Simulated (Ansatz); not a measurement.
The system is InAs.

```xyz
2
Lattice="0.0000 3.0180 3.0180 3.0180 0.0000 3.0180 3.0180 3.0180 0.0000" Properties=species:S:1:pos:R:3 pbc="T T T"
In    0.0000    0.0000    0.0000
As    4.5270    4.5270    4.5270
```

Base run:

| Quantity | Value |
| --- | --- |
| Program | Ansatz 0.2.0 |
| Functional | r2SCAN-EpsX |
| Potentials or basis | Ansatz PAW |
| Cutoff | 500 eV (not typed: the program's choice for these potentials) |
| k mesh | 5 × 5 × 5 |
| Occupations | fermi-dirac, width 0.05 eV |
| Spin | no spin polarisation |

Its results: band gap on the k mesh 0.62 eV, direct; pressure 1.9 GPa.

Question: The run is repeated on the same cell with these changes: functional from r2SCAN-EpsX to wPBEh; cutoff from 500 eV (not typed: the program's choice for these potentials) to 420 eV (not typed: the program's choice for these potentials). What comes out?

Answer: Band gap on the k mesh 0.49 eV, direct; pressure 2.6 GPa.

Caveats: spin-orbit coupling is left out, which moves the levels of the heavy elements; the PAW data sets come from PBE, with cores solved anew for the run's functional, which leaves a small shift of forces and pressure; the thresholds are loose for stress; odd divisions of the mesh miss points on the zone boundary, where band edges often lie, so the gap on the mesh can be too wide (some runs).
